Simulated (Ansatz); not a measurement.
## 113In NMR of the central transition in CdIn2O4

Cell: a structure deposited in the COD whose atoms were relaxed with PBE, the cell held.

```cif
data_CdIn2O4
_symmetry_space_group_name_H-M 'Fd-3m:1'
_symmetry_Int_Tables_number 227
_cell_length_a 9.1660
_cell_length_b 9.1660
_cell_length_c 9.1660
_cell_angle_alpha 90.000
_cell_angle_beta 90.000
_cell_angle_gamma 90.000
loop_
_atom_site_label
_atom_site_type_symbol
_atom_site_symmetry_multiplicity
_atom_site_Wyckoff_symbol
_atom_site_fract_x
_atom_site_fract_y
_atom_site_fract_z
Cd Cd 8 a 0.5000 0.5000 0.0000
In In 16 d 0.1250 0.1250 0.6250
O O 32 e 0.3625 0.3625 0.8625
```

One atom of each set is listed; the run and its k-mesh use a cell of 14 atoms with edges of 6.48, 6.48, 6.48 Å.

Method: Kohn–Sham DFT in Ansatz, PBE, plane waves and PAW, scalar-relativistic, 420 eV cutoff, Γ-centred 4×4×4 k-points, Fermi–Dirac smearing 0.02 eV.

113In has I = 9/2 and Q = 761.0 mb (Pyykkö 2018); at 7.05 T its Larmor frequency is ν₀ = 66.0 MHz (from the bare nuclear moment; shielding lowers the observed one by a per cent or two). Only the quadrupole interaction is simulated: positions count from each site's isotropic chemical shift, and shift anisotropy, dipolar and J coupling are left out.

Question: What does the 113In spectrum (static powder) show for each site?

Answer: 

| site | first shell | C_Q (MHz) | η | P_Q (MHz) | δ_QIS (ppm) | breadth (kHz) |
| --- | --- | --- | --- | --- | --- | --- |
| In | 6 O at 2.18 Å | -88.7 | 0.00 | 88.7 | -2505 | 862 |

δ_QIS = −(ν_Q²/30ν₀²)[I(I+1) − 3/4](1 + η²/3) × 10⁶ ppm with ν_Q = 3|C_Q|/[2I(2I−1)]; it falls as 1/B₀² in ppm, and the breadth as 1/B₀ in kHz.

An axis of threefold or higher order runs through In, so V_zz lies along it and η is zero.

At this cell the PBE pressure is 7 GPa, so with PBE the cell would grow if it were relaxed. Without spin–orbit coupling (the program notes it for In) the gradients can shift somewhat, as the gap is small.

The relaxation (3 steps) took 33 s of wall time (33 s of CPU time) and 0.66 GiB at its peak, on 1 thread of Intel Xeon Platinum 8259CL CPU @ 2.50GHz (Skylake/Cascade Lake) (x86_64; 32 cores open to the job, memory cap 2.5 GiB, no GPU), a shared host with a load of 0.7 a core.
